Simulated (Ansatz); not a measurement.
**CoSi2: stress in a strained cell**

Aim: deform CoSi2 (zz strain of -3 %) and compute stress, forces and field gradients with LAPW, PAW and all-electron datasets made for the crystal.

Computed with Ansatz 0.2.0 (DFT PBEsol, scalar-relativistic, unless a step's input says otherwise).

**1. Starting point**

The structure is cubic, space group Fm-3m (No. 225). Conventional cell: a = 5.365 Å, b = 5.365 Å, c = 5.365 Å, α = 90.00°, β = 90.00°, γ = 90.00°. Around Co (site symmetry m-3m) lie 8 Si at 2.32 Å. Around Si (site symmetry -43m) lie 4 Co at 2.32 Å.

As a file:

```xyz
3
Lattice="0.0000 2.6825 2.6825 2.6825 0.0000 2.6825 2.6825 2.6825 0.0000" Properties=species:S:1:pos:R:3 pbc="T T T"
Co    0.0000    0.0000    0.0000
Si    1.3413    1.3413    1.3413
Si    4.0237    4.0237    4.0237
```

Atoms are numbered in the order of the input: Co1, Si2, Si3.

**2. After the deformation**

Space group Fm-3m before, I4/mmm after.

**3. LAPW, all electrons**

Input file input.yaml:

```yaml
crystal:
  lattice:
    - [0.0, 2.6825, 2.602025]
    - [2.6825, 0.0, 2.602025]
    - [2.6825, 2.6825, 0.0]
  atoms:
    - { symbol: Co, position: [0.0, 0.0, 0.0], spin: 2.0 }
    - { symbol: Si, position: [0.25, 0.25, 0.25] }
    - { symbol: Si, position: [0.75, 0.75, 0.75] }
magnetization:
  spin_polarized: true
kpoints:
  mp_grid: { grid: [11, 11, 11] }
  band_path:
    path:
      - [0.0, 0.0, 0.0]
      - [0.0, 0.5, 0.5]
      - [0.25, 0.75, 0.5]
      - [0.0, 0.5, 0.0]
      - [0.0, 0.0, 0.0]
      - [0.5, 0.5, 0.0]
      - [0.3828515251, 0.6171484749, 0.0]
      - [-0.3828515251, 0.3828515251, 0.0]
      - [0.0, 0.0, 0.0]
    npoints: 5
scf:
  occupations: { method: fermi_dirac, width: 0.05 }
hamiltonian:
  xc: pbesol
  pseudopotentials: { kind: all_electron, lapw: { basis_error: 0.001 } }
output:
  forces: true
  stress: true
  eigenvalues: true
```

The run is started by

```bash
> ansatz run input.yaml --threads 1 --pin off --max-ram 6144MiB --backend cpu --events-out ev --progress --plain --runs-dir out
```

**4. PAW on the default files**

Input file input.yaml:

```yaml
crystal:
  lattice:
    - [0.0, 2.6825, 2.602025]
    - [2.6825, 0.0, 2.602025]
    - [2.6825, 2.6825, 0.0]
  atoms:
    - { symbol: Co, position: [0.0, 0.0, 0.0], spin: 2.0 }
    - { symbol: Si, position: [0.25, 0.25, 0.25] }
    - { symbol: Si, position: [0.75, 0.75, 0.75] }
magnetization:
  spin_polarized: true
kpoints:
  mp_grid: { grid: [11, 11, 11] }
scf:
  occupations: { method: fermi_dirac, width: 0.05 }
hamiltonian:
  xc: pbesol
  pseudopotentials: { kind: paw }
output:
  forces: true
  stress: true
  eigenvalues: true
  efg: { contact_densities: true }
```

**5. All-electron PAW on datasets made for the crystal**

Changes to input.yaml since step 4:

```diff
@@ -17,3 +17,3 @@
   xc: pbesol
-  pseudopotentials: { kind: paw }
+  pseudopotentials: { kind: all_electron, datasets: crystal }
 output:
```

(Steps that only read results are left out.)

What does the calculation give? Wanted: pressure; largest shear or deviatoric stress.

**Answer**, as computed:

| quantity | value |
| --- | --- |
| pressure | LAPW 0.22, PAW 0.20, crystal datasets 0.23 GPa |
| largest shear or deviatoric stress (LAPW) | 2.35 GPa |

**Reading.** The largest part of the stress beyond the pressure is 2.35 GPa in size, in the zz component; the atoms are carried along and not relaxed. No run of the undeformed cell stands beside it, so the pressure holds what the given cell had before the change. PAW: stress within 0.03 GPa of LAPW. Crystal datasets: stress within 0.01 GPa of LAPW.
